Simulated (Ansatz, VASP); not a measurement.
SnO2 (Cassiterite) in VASP and in Ansatz

```
Sn O
1.0
     4.73800    0.00000    0.00000
     0.00000    4.73800    0.00000
     0.00000    0.00000    3.18650
Sn O
2 4
Direct
  0.50000 0.50000 0.50000
  0.00000 0.00000 0.00000
  0.80710 0.19290 0.50000
  0.69290 0.69290 0.00000
  0.19290 0.80710 0.50000
  0.30710 0.30710 0.00000
```

Alike in both runs: task single point; functional PBE; k mesh 6 × 6 × 8; occupations gaussian, width 0.05 eV; no spin polarisation.

```csv
,VASP,Ansatz
version,VASP 6.6.1,Ansatz 0.2.0
potentials or method,"VASP PAW PBE potentials, release 64 (Sn_d_GW, O_GW)",Ansatz PAW
plane-wave cutoff (eV),550,420
valence electrons in the cell,52,52
```

```csv
,VASP,Ansatz,Ansatz less VASP
gap on the k mesh at the Fermi level (eV),1.27,1.28,+0.013
least direct gap on the mesh (eV),1.27,1.28,+0.013
pressure (GPa),10.8,11.1,+0.33
largest component of the traceless stress (GPa),2.00,1.97,-0.030
rms of the force components (eV/Å),0.130,0.130,-0.0003
```

Atom by atom the forces differ by 0.000 eV/Å (rms over components). With one functional, cell and mesh, what is left measures potentials, basis and numerics.

Caveats: spin-orbit coupling is left out, which moves the levels of the heavy elements; the pressure holds a Pulay correction of +0.8 GPa for the finite cutoff (Ansatz).
